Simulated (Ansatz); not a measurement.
## Notes on BaTiO3

```xyz
5
Lattice="-4.0105 0.0000 0.0000 0.0000 -2.8558 2.8646 0.0000 2.8558 2.8646" Properties=species:S:1:pos:R:3 pbc="T T T"
Ba    0.0000    0.0000    0.0000
Ti   -2.0052    0.0000    2.9099
O     0.0000    0.0000    2.8194
O    -2.0052   -1.4028    4.2861
O    -2.0052    1.4028    4.2861
```

Level: PBEsol, no spin polarisation; 420 eV; 6×6×6 Γ-centred mesh; fermi-dirac occupations (width 0.1 eV); Ansatz 0.2.0, fixed geometry.

Problem. What is the band gap?

Solution. The gap is 1.77 eV, indirect (the least direct gap found is 1.93 eV). A semilocal functional usually gives too small a gap.

Problem. What is the character of the valence top and the conduction bottom?

Solution. Within 0.7 eV of the edges, the states project mainly on O p (95 %) below the gap and on Ti d (89 %) above it.

Problem. Is it stable against the elements?

Solution. -3.21 eV an atom against the elements' usual phases (free molecules for gases, crystals otherwise, with no correction for O₂ or N₂), so it is bound against them; other compounds may still compete. Relaxing would lower it.

Problem. Where is the largest force?

Solution. The largest is on Ti2: 0.29 eV/Å, components (0.00, 0.00, 0.29). It makes 46° with the line to a nearest neighbour, O4 at 1.97 Å, pointing towards it.

Origin: a database entry at a rescaled volume.
